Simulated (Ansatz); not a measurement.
**Ge: equation of state with r2SCAN**

**What was measured.**

From “Sub-monolayer structures of Ag overlayers on Ge(111): experimental observations and first-principles study”, 2019, arxiv:1908.00180, for a bulk crystal of Ge: bulk modulus 75.8 GPa.

Ge:

```xyz
2
Lattice="0.0000 2.8289 2.8289 2.8289 0.0000 2.8289 2.8289 2.8289 0.0000" Properties=species:S:1:pos:R:3 pbc="T T T"
Ge    4.2434    4.2434    4.2434
Ge    2.8289    2.8289    2.8289
```

```
Program             : Ansatz 0.2.0
Task                : equation of state
Functional          : r2SCAN
Potentials or basis : Ansatz PAW
Cutoff              : 500 eV
Density cutoff      : 2000 eV
k mesh              : 8 × 8 × 8
Occupations         : fermi-dirac, width 0.05 eV
Spin                : no spin polarisation
```

| Quantity | Value |
| --- | --- |
| Equilibrium volume | 22.83 Å³/atom |
| Bulk modulus | 70 GPa |
| Pressure derivative of the bulk modulus | 5.3 (rough: it moves with the points fitted) |

Energy against volume, from the lowest point:
```
volume (Å³/atom)  energy (meV/atom)
          21.281              26.48
          21.733              12.54
          22.186               3.92
          22.639               0.00
          23.092               0.29
          23.545               4.27
          23.997              11.42
```

All runs of the series together: 15 s on 2 threads of Arm Neoverse V1, with other jobs on the host.

Against the measured bulk modulus of Ge, 75.8 GPa (quoted in “Sub-monolayer structures of Ag overlayers on Ge(111): experimental observations and first-principles study”, 2019, arxiv:1908.00180), the calculated 70 GPa is off by -7.1 %. The fit is for a static lattice scaled at fixed shape and fixed fractional positions. The cell as given is a measured one (22.64 Å³/atom); r2SCAN puts the equilibrium volume +0.9 % from it, thermal expansion not counted.

Caveat: the PAW data sets were made with another functional, which shifts forces and pressure a little.
